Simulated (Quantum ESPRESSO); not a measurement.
A calculation with Quantum ESPRESSO 7.5 of Sn (native input, structure typed inline):

The input pw.in:

```
&CONTROL
  calculation = 'scf'
  prefix = 'pwscf'
  outdir = './tmp'
  pseudo_dir = './pseudo'
  tprnfor = .true.
  tstress = .true.
  disk_io = 'low'
/
&SYSTEM
  ibrav = 0
  celldm(1) = 8
  nat = 1
  ntyp = 1
  ecutwfc = 68
  ecutrho = 544
  nbnd = 13
  occupations = 'smearing'
  smearing = 'fd'
  degauss = 0.00367493
/
&ELECTRONS
  conv_thr = 2d-10
  electron_maxstep = 120
  mixing_beta = 0.5
/
ATOMIC_SPECIES
Sn   118.7100 sn_pbesol_v1.4.uspp.F.UPF
CELL_PARAMETERS alat
 -0.4078357316857   0.4194121939251   0.5523532457137
  0.4078357316857  -0.4194121939251   0.5523532457137
  0.4078357316857   0.4194121939251  -0.5523532457137
ATOMIC_POSITIONS crystal
Sn     0.0000000000    0.0000000000    0.0000000000
K_POINTS automatic
11 11 11 0 0 0
```

File pp_density.in:

```
&INPUTPP
  prefix = 'pwscf'
  outdir = './tmp'
  filplot = 'density.dat'
  plot_num = 0
/
&PLOT
  nfile = 1
  filepp(1) = 'density.dat'
  iflag = 3
  output_format = 6
  fileout = 'density.cube'
/
```

Contents of pp_potential.in:

```
&INPUTPP
  prefix = 'pwscf'
  outdir = './tmp'
  filplot = 'potential.dat'
  plot_num = 11
/
&PLOT
  nfile = 1
  filepp(1) = 'potential.dat'
  iflag = 3
  output_format = 6
  fileout = 'potential.cube'
/
```

Potentials or basis: GBRV 1.5 PBEsol.

Command:

```console
$ OMP_NUM_THREADS=1 mpirun -n 2 pw.x -nk 2 -in pw.in > pw.out
$ OMP_NUM_THREADS=1 mpirun -n 1 pp.x -in pp_density.in > pp_density.out
$ OMP_NUM_THREADS=1 mpirun -n 1 pp.x -in pp_potential.in > pp_potential.out
```

This isn't the form of Sn at room conditions, which is tetragonal (white tin).

Problem. Write the same calculation in another form: ASE script, structure typed inline.

Solution. As run:

The input run.py:

```python
import numpy as np
from ase.calculators.espresso import Espresso, EspressoProfile
from ase import Atoms

atoms = Atoms(['Sn'],
              cell=[[-1.726539, 1.775547, 2.338342], [1.726539, -1.775547, 2.338342], [1.726539, 1.775547, -2.338342]],
              scaled_positions=[[0.0, 0.0, 0.0]],
              pbc=True)

input_data = {
    'control': {'calculation': 'scf', 'prefix': 'pwscf', 'outdir': './tmp', 'tprnfor': True, 'tstress': True, 'disk_io': 'nowf'},
    'system': {'ecutwfc': 68.0, 'ecutrho': 544.0, 'nbnd': 13, 'occupations': 'smearing', 'smearing': 'fd', 'degauss': 0.00367493},
    'electrons': {'conv_thr': 2e-10, 'electron_maxstep': 120, 'mixing_beta': 0.5},
}
pseudopotentials = {'Sn': 'sn_pbesol_v1.4.uspp.F.UPF'}
profile = EspressoProfile(command='mpirun -n 2 pw.x -nk 2', pseudo_dir='pseudo')
dft = Espresso(profile=profile, input_data=input_data, pseudopotentials=pseudopotentials, kpts=(11, 11, 11), koffset=(0, 0, 0))
atoms.calc = dft

print(f'energy {atoms.get_potential_energy():.8f} eV')
print('forces (eV/A)')
print(np.round(atoms.get_forces(), 6))
print('stress (eV/A^3, Voigt)')
print(np.round(atoms.get_stress(), 8))
print(f'Fermi level {dft.get_fermi_level():.4f} eV')
```

Potentials or basis: GBRV 1.5 PBEsol.

Command:

```sh
$ OMP_NUM_THREADS=1 python run.py
```

Both were run:

|  | native input, structure typed inline | ASE script, structure typed inline |
| --- | --- | --- |
| Pressure | -3.9 GPa | -3.8 GPa |
| Band gap on the k mesh | none (metal or under the smearing width) | none (metal or under the smearing width) |

Keys that steer only the numerical path or the files written may differ.
